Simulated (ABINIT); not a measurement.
# NbAs (I4_1md) in ABINIT: a series of runs, part 2 of 2

ABINIT 10.8.3 (patched build).

## 3. Single point, PBE

The input, run.abi:

```
# Pseudopotentials
pp_dirpath "./"
pseudos "Nb.upf, As.upf"

# Structure
acell 3*1.0
rprim
    -3.2613838322     3.2613838322    11.0360005678
     3.2613838322    -3.2613838322    11.0360005678
     3.2613838322     3.2613838322   -11.0360005678
ntypat 2
znucl 41 33
natom 4
typat 1 1 2 2
xred
     0.5000000000     0.0000000000     0.5000000000
     0.7500000000     0.7500000000     0.0000000000
     0.9160000000     0.4160000000     0.5000000000
     0.1660000000     0.1660000000     0.0000000000

# Plane-wave basis
ecut 40.0

# k points
kptopt 1
ngkpt 8 8 8
nshiftk 1
shiftk 0.0 0.0 0.0

# Exchange and correlation
ixc 11

# Bands and occupations
nband 34
occopt 3
tsmear 0.00183747

# SCF cycle
nstep 100
tolvrs 1.0e-10

# Output
iomode 3
prtwf 0
prtden 0
prteig 0
prtebands 0
enunit 2
```

Potentials or basis: PseudoDojo NC SR PBE v0.4.1 standard.

Started as:

```sh
$ mpirun --bind-to none -np 4 abinit run.abi > log 2>&1
```

run.abo:

```text
.Version 10.8.3 of ABINIT
 Symmetries : space group I4_1 m d (#109); Bravais tI (body-center tetrag.)
================================================================================
 Values of the parameters that define the memory need of the present run
     intxc =       0    ionmov =       0      iscf =       7    lmnmax =       6
     lnmax =       6     mgfft =      72  mpssoang =       3    mqgrid =    3001
     natom =       4  nloc_mem =       1    nspden =       1   nspinor =       1
    nsppol =       1      nsym =       8    n1xccc =    2501    ntypat =       2
    occopt =       3   xclevel =       2
       mpw =        5723          nfft =      373248          nkpt =          59
================================================================================
================================================================================

--------------------------------------------------------------------------------
------------- Echo of variables that govern the present computation ------------
--------------------------------------------------------------------------------
 -outvars: echo values of preprocessed input variables --------
            acell      1.0000000000E+00  1.0000000000E+00  1.0000000000E+00 Bohr
              amu      9.29063800E+01  7.49215900E+01
             ecut      4.00000000E+01 Hartree
           enunit           2
                       outvar_i_n : Printing only first  50 k-points.
              ixc          11
                       outvar_i_n : Printing only first  50 k-points.
         kptrlatt        8    0    0      0    8    0      0    0    8
          kptrlen      5.21821413E+01
            natom           4
            nband          34
            ngfft          72      72      72
             nkpt          59
            nstep         100
             nsym           8
           ntypat           2
                       prtocc : prtvol=0, do not print more k-points.
           occopt           3
           prtden           0
        prtebands           0
           prteig           0
            prtwf           0
            rprim     -3.2613838322E+00  3.2613838322E+00  1.1036000568E+01
                       3.2613838322E+00 -3.2613838322E+00  1.1036000568E+01
                       3.2613838322E+00  3.2613838322E+00 -1.1036000568E+01
[... 174 lines left out ...]
   2.00000    2.00000    2.00000    2.00000    2.00000    2.00000    2.00000    2.00000
   2.00000    2.00000    2.00000    2.00000    2.00000    2.00000    2.00000    2.00000
   2.00000    2.00000    2.00000    2.00000    2.00000    2.00000    2.00000    2.00000
   2.00000    2.00000    2.00000    2.00000    0.00000    0.00000    0.00000    0.00000
   0.00000    0.00000
 prteigrs : prtvol=0 or 1, do not print more k-points.

 Fermi (or HOMO) energy (eV) =  11.43005   Average Vxc (eV)= -12.51154
 Eigenvalues (   eV  ) for nkpt=  59  k points:
 kpt#   1, nband= 34, wtk=  0.00195, kpt=  0.0000  0.0000  0.0000 (reduced coord)
 -43.69991  -43.67170  -24.20291  -24.20291  -24.18021  -24.18001  -24.17660  -24.17515
 -24.16461  -24.15775  -24.15775  -24.15738  -19.92620  -19.81369  -19.81369  -19.66046
 -19.66046  -19.61223   -1.80990    0.46721    5.21015    8.60142    9.16708    9.16708
   9.38965    9.75188   10.03664   10.03664   12.14391   12.72334   13.83434   14.43115
  14.43210   15.20223
 prteigrs : prtvol=0 or 1, do not print more k-points.

--- !EnergyTerms
iteration_state     : {dtset: 1, }
comment             : Components of total free energy in Hartree
kinetic             :  1.88938807191716E+02
hartree             :  6.99108520597199E+01
xc                  : -7.37878188848790E+01
Ewald energy        : -2.27855055259084E+02
psp_core            :  1.06417667542988E+01
local_psp           : -2.15515455416905E+02
non_local_psp       : -8.91385754903546E+01
internal            : -3.36805479045488E+02
'-kT*entropy'       : -3.29491643663170E-04
total_energy        : -3.36805808537132E+02
total_energy_eV     : -9.16495294599381E+03
band_energy         : -2.79350791866574E+01
...

 Cartesian components of stress tensor (hartree/bohr^3)
  sigma(1 1)= -1.01523193E-04  sigma(3 2)=  0.00000000E+00
  sigma(2 2)= -1.01523193E-04  sigma(3 1)=  0.00000000E+00
  sigma(3 3)= -1.30224080E-04  sigma(2 1)=  0.00000000E+00

-Cartesian components of stress tensor (GPa)         [Pressure=  3.2684E+00 GPa]
- sigma(1 1)= -2.98691547E+00  sigma(3 2)=  0.00000000E+00
- sigma(2 2)= -2.98691547E+00  sigma(3 1)=  0.00000000E+00
- sigma(3 3)= -3.83132470E+00  sigma(2 1)=  0.00000000E+00

== END DATASET(S) ==============================================================
================================================================================

 -outvars: echo values of variables after computation  --------
            acell      1.0000000000E+00  1.0000000000E+00  1.0000000000E+00 Bohr
           etotal     -3.3680580854E+02
            fcart     -1.8878959776E-18 -1.8878959776E-18 -5.7952469249E-03
                       1.9744194229E-18  1.9744194229E-18 -5.7952469249E-03
                      -4.3261722661E-20 -4.3261722661E-20  5.7952469249E-03
                      -4.3261722661E-20 -4.3261722661E-20  5.7952469249E-03
            rprim     -3.2613838322E+00  3.2613838322E+00  1.1036000568E+01
                       3.2613838322E+00 -3.2613838322E+00  1.1036000568E+01
                       3.2613838322E+00  3.2613838322E+00 -1.1036000568E+01
           strten     -1.0152319331E-04 -1.0152319331E-04 -1.3022407971E-04
                       0.0000000000E+00  0.0000000000E+00  0.0000000000E+00
           xangst      4.3394048725E-17  1.7258499988E+00  1.7836646734E-16
                      -4.0137373006E-17  4.6650724445E-17  8.7599999940E+00
                      -5.2409871563E-17  1.7258499988E+00  4.8588799967E+00
                       1.1625607151E-17 -1.0183985366E-17  1.9388799987E+00
             xred      5.0000000000E-01  2.0939664165E-17  5.0000000000E-01
                       7.5000000000E-01  7.5000000000E-01  1.8869981295E-18
                       9.1600000000E-01  4.1600000000E-01  5.0000000000E-01
                       1.6600000000E-01  1.6600000000E-01  4.1765558600E-19
 Calculation completed.
```

Wall time 4.5 min (4 MPI ranks of Arm Neoverse V2, shared host); peak memory 0.88 GiB.

Results:

```yaml
Free_energy: -9164.9529 eV
Pressure: 3.3 GPa
Largest_force: 0.298 eV/Å
Band_gap_on_the_k_mesh: none (metal or under the smearing width)
Valence_electrons_inside_the_program's_atomic_spheres: Nb 9.42; As 12.44
```

Forces on the atoms (eV/Å):
```
Nb   0.000  0.000 -0.298
Nb   0.000  0.000 -0.298
As   0.000  0.000  0.298
As   0.000  0.000  0.298
```

Stress tensor (GPa, compression positive):
```
2.99 0.00 0.00
0.00 2.99 0.00
0.00 0.00 3.83
```
